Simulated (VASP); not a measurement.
# Gd (Fm-3m) in VASP: notebook

One crystal, Gd, is run at these levels: PBE; tasks: single point.

All numbers are computed with VASP 6.6.1; they aren't measurements. Logs are shortened: lines on timing, memory, paths and dates and some standing lists are left out, and cuts for length are marked.

### Step 1. The crystal as given

It takes space group Fm-3m (No. 225, cubic). Conventional cell: a = 5.172 Å, b = 5.172 Å, c = 5.172 Å, α = 90.00°, β = 90.00°, γ = 90.00°. Around Gd (site symmetry m-3m) lie 12 Gd at 3.66 Å.

This isn't the form of Gd at room conditions, which is hcp.

### Step 2. Single point, PBE, collinear spin, ferromagnetic start

INCAR reads:

```
ADDGRID = F
ALGO = Normal
EDIFF = 1E-6
ENCUT = 500
GGA = PE
ISIF = 2
ISMEAR = 0
ISPIN = 2
LASPH = T
LCHARG = F
LMAXMIX = 6
LORBIT = 11
LREAL = F
LWAVE = F
MAGMOM = 7
NBANDS = 19
NELM = 100
PREC = Accurate
SIGMA = 0.15
```

KPOINTS reads:

```
k-points
0
Gamma
  5 5 5
```

POSCAR reads:

```
Gd
1.0
    0.0000000000      2.5858190855      2.5858190855
    2.5858190855      0.0000000000      2.5858190855
    2.5858190855      2.5858190855      0.0000000000
Gd
1
Direct
    0.0000000000      0.0000000000      0.0000000000
```

Potentials or basis: VASP PAW PBE potentials, release 64 (Gd).

Run with:

```console
cat potpaw_PBE.64/Gd/POTCAR > POTCAR
mpirun -np 1 vasp_std > vasp.out
```

OUTCAR:

```text
EDIFF = 1E-6
   ENCUT = 500
   GGA = PE
   ISIF = 2
   ISMEAR = 0
   ISPIN = 2
   LASPH = T
   LORBIT = 11
   LREAL = F
   NELM = 100
   PREC = Accurate

 Found     10 irreducible k-points:

 Following reciprocal coordinates:
            Coordinates               Weight
  0.000000  0.000000  0.000000      1.000000
  0.200000  0.000000  0.000000      8.000000
  0.400000  0.000000  0.000000      8.000000
  0.200000  0.200000  0.000000      6.000000
  0.400000  0.200000  0.000000     24.000000
 -0.400000  0.200000  0.000000     24.000000
   k-points           NKPTS =     10   k-points in BZ     NKDIM =     10   number of bands    NBANDS=     19
   number of dos      NEDOS =    301   number of ions     NIONS =      1
   total plane-waves  NPLWV =  21952
   dimension x,y,z NGX =    28 NGY =   28 NGZ =   28
   dimension x,y,z NGXF=    56 NGYF=   56 NGZF=   56
   ions per type =               1
   NGX,Y,Z   is equivalent  to a cutoff of  12.73, 12.73, 12.73 a.u.
   NGXF,Y,Z  is equivalent  to a cutoff of  25.46, 25.46, 25.46 a.u.
 SYSTEM =  unknown system
   PREC   = accura    normal or accurate (medium, high low for compatibility)
   ISTART =      0    job   : 0-new  1-cont  2-samecut
   ICHARG =      2    charge: 1-file 2-atom 10-const
   ISPIN  =      2    spin polarized calculation?
   LNONCOLLINEAR =      F non collinear calculations
   LSORBIT =      F    spin-orbit coupling
   LASPH  =      T    aspherical Exc in radial PAW
   ENCUT  =  500.0 eV  36.75 Ry    6.06 a.u.   6.67  6.67  6.67*2*pi/ulx,y,z
   NELM   =    100;   NELMIN=  2; NELMDL= -5     # of ELM steps
   EDIFF  = 0.1E-05   stopping-criterion for ELM
   LREAL  =      F    real-space projection
   EDIFFG = 0.1E-04   stopping-criterion for IOM
   NSW    =      0    number of steps for IOM
   IBRION =     -1    ionic relax: 0-MD 1-quasi-New 2-CG
   NFREE  =      0    steps in history (QN), initial steepest desc. (CG)
   ISIF   =      2    stress and relaxation
   ISYM   =      2    0-nonsym 1-usesym 2-fastsym
   POTIM  = 0.5000    time-step for ionic-motion
   TEBEG  =    0.0;   TEEND  =   0.0 temperature during run
   PSTRESS=    0.0 pullay stress
   NELECT =      18.0000    total number of electrons
   NUPDOWN=      -1.0000    fix difference up-down
   EMIN   =  10.00;   EMAX   =-10.00  energy-range for DOS
   EFERMI =   0.00;   METHOD = LEGACY
   ISMEAR =     0;   SIGMA  =   0.15  broadening in eV -4-tet -1-fermi 0-gaus
   EFERMI_NEDOS =   21; number of points for ismear=-14 and -15
   IALGO  =     38    algorithm
   IMIX   =      4    mixing-type and parameters
     AMIX     =   0.40;   BMIX     =  1.00
     AMIX_MAG =   1.60;   BMIX_MAG =  1.00
  volume/ion in A,a.u.               =      34.58       233.36
  Fermi-wavevector in a.u.,A,eV,Ry     =   1.316914  2.488607 23.596086  1.734263
  Thomas-Fermi vector in A             =   2.446993
   LORBIT       =     11    0 simple, 1 ext, 2 COOP (PROOUT), +10 PAW based schemes
   GGA     = PE    functional components
   LHFCALC =     F    Hartree Fock is set to
   AEXX    =    0.0000 exact exchange contribution
   IVDW    =     0    specifies the selected vdW correction
   LEPSILON=     F    determine dielectric tensor
   LRPA    =     F    only Hartree local field effects (RPA)
 spin polarized calculation
 Gauss-broadening in eV      SIGMA  =   0.15
  energy-cutoff  :      500.00
  volume of cell :       34.58
 maximum number of plane-waves:       893
   NGX = 13   NGY = 13   NGZ = 13

 number of electron      18.0000002 magnetization       7.8262193

 Free energy of the ion-electron system (eV)
  ---------------------------------------------------
  ext. energy  EPLUGINS =         0.00000000
  ---------------------------------------------------
  free energy    TOTEN  =       -11.66297835 eV

  energy without entropy =      -11.63852691  energy(sigma->0) =      -11.65075263

 E-fermi :   2.7391     XC(G=0):  -9.7749

 val. band max:        2.7184226684   @ k =  -0.2000   0.2000   0.0000
 cond. band min:       2.8092354049   @ k =   0.2000   0.2000   0.0000
 fundamental gap:      0.0908127366
 Fermi energy:         2.7391337131

 spin component 1

 k-point     1 :       0.0000    0.0000    0.0000
  band No.  band energies     occupation
      1     -42.6546      1.00000
      2     -19.7120      1.00000
      3     -19.7120      1.00000
      4     -19.7120      1.00000
      5      -2.3309      1.00000
      6      -2.3191      1.00000
[... 11 lines left out ...]
     18      11.4224      0.00000
     19      14.8290      0.00000

 k-point     2 :       0.2000    0.0000    0.0000
  band No.  band energies     occupation
      1     -42.6371      1.00000
      2     -19.9281      1.00000
      3     -19.7401      1.00000
      4     -19.7401      1.00000
      5      -2.3073      1.00000
      6      -2.2586      1.00000
[... 11 lines left out ...]
     18      12.1376      0.00000
     19      13.5601      0.00000

 k-point     3 :       0.4000    0.0000    0.0000
  band No.  band energies     occupation
      1     -42.6086      1.00000
      2     -20.2588      1.00000
      3     -19.7850      1.00000
      4     -19.7850      1.00000
      5      -2.2995      1.00000
      6      -2.2618      1.00000
[... 11 lines left out ...]
     18      10.4520      0.00000
     19      12.0158      0.00000

 k-point     4 :       0.2000    0.2000    0.0000
  band No.  band energies     occupation
      1     -42.6313      1.00000
      2     -19.9210      1.00000
      3     -19.7879      1.00000
      4     -19.7879      1.00000
      5      -2.2946      1.00000
      6      -2.2505      1.00000
[... 11 lines left out ...]
     18      14.0182      0.00000
     19      14.0768      0.00000

 k-point     5 :       0.4000    0.2000    0.0000
  band No.  band energies     occupation
      1     -42.6065      1.00000
      2     -20.1601      1.00000
      3     -19.8649      1.00000
      4     -19.8386      1.00000
      5      -2.2697      1.00000
      6      -2.2537      1.00000
[... 11 lines left out ...]
     18      11.4269      0.00000
     19      13.7385      0.00000

 k-point     6 :      -0.4000    0.2000    0.0000
  band No.  band energies     occupation
      1     -42.5970      1.00000
      2     -20.2350      1.00000
      3     -19.9451      1.00000
      4     -19.8229      1.00000
      5      -2.2795      1.00000
      6      -2.2715      1.00000
[... 11 lines left out ...]
     18       9.9903      0.00000
     19      13.1850      0.00000

 [... further k-points ...]

 spin component 2

 k-point     1 :       0.0000    0.0000    0.0000
  band No.  band energies     occupation
      1     -39.3730      1.00000
      2     -17.2729      1.00000
      3     -17.2729      1.00000
      4     -17.2729      1.00000
      5      -1.2791      1.00000
      6       2.9882      0.00942
[... 11 lines left out ...]
     18      12.9680      0.00000
     19      15.7094      0.00000

 k-point     2 :       0.2000    0.0000    0.0000
  band No.  band energies     occupation
      1     -39.3510      1.00000
      2     -17.5364      1.00000
      3     -17.3060      1.00000
      4     -17.3060      1.00000
      5      -0.2956      1.00000
      6       2.9710      0.01442
[... 11 lines left out ...]
     18      13.1113      0.00000
     19      15.0392      0.00000

 k-point     3 :       0.4000    0.0000    0.0000
  band No.  band energies     occupation
      1     -39.3151      1.00000
      2     -17.9342      1.00000
      3     -17.3587      1.00000
      4     -17.3587      1.00000
      5       1.2352      1.00000
      6       3.0069      0.00579
[... 11 lines left out ...]
     18      11.6803      0.00000
     19      13.4409      0.00000

 k-point     4 :       0.2000    0.2000    0.0000
  band No.  band energies     occupation
      1     -39.3437      1.00000
      2     -17.5268      1.00000
      3     -17.3640      1.00000
      4     -17.3640      1.00000
      5       0.0209      1.00000
      6       2.9310      0.03520
[... 11 lines left out ...]
     18      15.0065      0.00000
     19      15.5257      0.00000

 k-point     5 :       0.4000    0.2000    0.0000
  band No.  band energies     occupation
      1     -39.3125      1.00000
      2     -17.8141      1.00000
      3     -17.4560      1.00000
      4     -17.4241      1.00000
      5       1.5063      1.00000
      6       2.9476      0.02466
[... 11 lines left out ...]
     18      12.7270      0.00000
     19      14.9779      0.00000

 k-point     6 :      -0.4000    0.2000    0.0000
  band No.  band energies     occupation
      1     -39.3004      1.00000
      2     -17.9042      1.00000
      3     -17.5525      1.00000
      4     -17.4042      1.00000
      5       2.2342      1.00000
      6       2.8703      0.10817
[... 11 lines left out ...]
     18      11.4367      0.00000
     19      14.4231      0.00000

 [... further k-points ...]
[... 5 lines left out ...]
  --------------------------------------------------------------------------------------
  -------------------------------------------------------------------------------------
  Total       -0.2044860     -0.2044860     -0.2044860      0.0000000      0.0000000      0.0000000
  in kB       -9.4743591     -9.4743591     -9.4743591      0.0000000      0.0000000      0.0000000
  external PRESSURE =      -9.4743591 kB  Pullay stress =       0.0000000 kB

 VOLUME and BASIS-vectors are now :
 -----------------------------------------------------------------------------
  energy-cutoff  :      500.00
  volume of cell :       34.58
      direct lattice vectors                 reciprocal lattice vectors
     0.000000000  2.585819085  2.585819085    -0.193362329  0.193362329  0.193362329
     2.585819085  0.000000000  2.585819085     0.193362329 -0.193362329  0.193362329
     2.585819085  2.585819085  0.000000000     0.193362329  0.193362329 -0.193362329

 POSITION                                       TOTAL-FORCE (eV/Angst)
 -----------------------------------------------------------------------------------
      0.00000      0.00000      0.00000         0.000000      0.000000      0.000000
 -----------------------------------------------------------------------------------
    total drift:                               -0.000000     -0.000000     -0.000000

  FREE ENERGIE OF THE ION-ELECTRON SYSTEM (eV)
  ---------------------------------------------------
  free  energy   TOTEN  =       -11.6629783455 eV

  energy  without entropy=      -11.6385269057  energy(sigma->0) =      -11.65075263

 total charge

# of ion       s       p       d       f       tot
--------------------------------------------------
    1        2.072   5.568   0.562   6.972  15.173

 magnetization (x)

# of ion       s       p       d       f       tot
--------------------------------------------------
    1        0.003  -0.049   0.266   6.836   7.057
```

Wall time 2.2 min (1 thread of Intel Xeon Platinum 8259CL at 2.50GHz (Skylake/Cascade Lake), shared host); peak memory 0.18 GiB.

The run converged, but some of its settings lie outside the range that counts as converged, so its numbers aren't taken as properties of the crystal.

What came out:

```
Free energy                                           : -11.6630 eV
Pressure                                              : -0.9 GPa
Band gap on the k mesh                                : none (metal or under the smearing width)
Net moment                                            : 7.83 μB per cell
Site moments                                          : Gd +7.06 μB
Valence electrons inside the program's atomic spheres : Gd 15.17
```

Caveat: the k mesh is coarse (spacing up to 0.42 Å⁻¹), so the values aren't converged; spin-orbit coupling is left out, which moves the levels of the heavy elements.

### Step 3. Single point, PBE, collinear spin, ferromagnetic start

Edit INCAR of step 2 so:

```diff
@@ -3,3 +3,3 @@
 EDIFF = 1E-6
-ENCUT = 500
+ENCUT = 300
 GGA = PE
```

KPOINTS reads:

```
k-points
0
Gamma
  7 7 7
```

POSCAR is that of step 2.

Potentials or basis: VASP PAW PBE potentials, release 64 (Gd).

Run with:

```console
cat potpaw_PBE.64/Gd/POTCAR > POTCAR
mpirun -np 1 vasp_std > vasp.out
```

It took 78 s on 1 thread of Intel Xeon Platinum 8259CL at 2.50GHz (Skylake/Cascade Lake), shared host; peak memory 0.15 GiB.

The run converged, but a check on its numbers failed (symmetry, net force, bounds or a known fault of this set-up), so they aren't taken as properties of the crystal.

Caveat: the cutoff lies under the usual one of these potentials, so the numbers hold a large basis-set error; spin-orbit coupling is left out, which moves the levels of the heavy elements.

### Step 4. Single point, PBE, collinear spin, ferromagnetic start

Edit INCAR of step 3 so:

```diff
@@ -3,3 +3,3 @@
 EDIFF = 1E-6
-ENCUT = 300
+ENCUT = 600
 GGA = PE
```

KPOINTS reads:

```
k-points
0
Gamma
  5 5 5
```

POSCAR is that of step 3.

Run with:

```console
cat potpaw_PBE.64/Gd/POTCAR > POTCAR
mpirun -np 1 vasp_std > vasp.out
```

Wall time 1.8 min (1 thread of Intel Xeon Platinum 8259CL at 2.50GHz (Skylake/Cascade Lake), shared host); peak memory 0.19 GiB.

These settings aren't checked as converged: the numbers below hold their error.

What came out:

```
Free energy                                           : -11.6660 eV
Pressure                                              : -0.7 GPa
Band gap on the k mesh                                : none (metal or under the smearing width)
Net moment                                            : 7.83 μB per cell
Site moments                                          : Gd +7.06 μB
Valence electrons inside the program's atomic spheres : Gd 15.17
```

Caveat: the k mesh is coarse (spacing up to 0.42 Å⁻¹), so the values aren't converged; spin-orbit coupling is left out, which moves the levels of the heavy elements.

### Step 5. The reference run

An earlier run on the cell as given: functional PBE; potentials or basis VASP PAW PBE potentials, release 64 (Gd); cutoff 520 eV; k mesh 9 × 9 × 9; occupations fermi-dirac, width 0.05 eV; collinear spin, ferromagnetic start; starting moments [7.0] μB.

- Pressure: -1.3 GPa
- Band gap on the k mesh: none (metal or under the smearing width)
- Net moment: 7.59 μB per cell
- Site moments: Gd +6.97 μB
- Valence electrons inside the program's atomic spheres: Gd 15.19
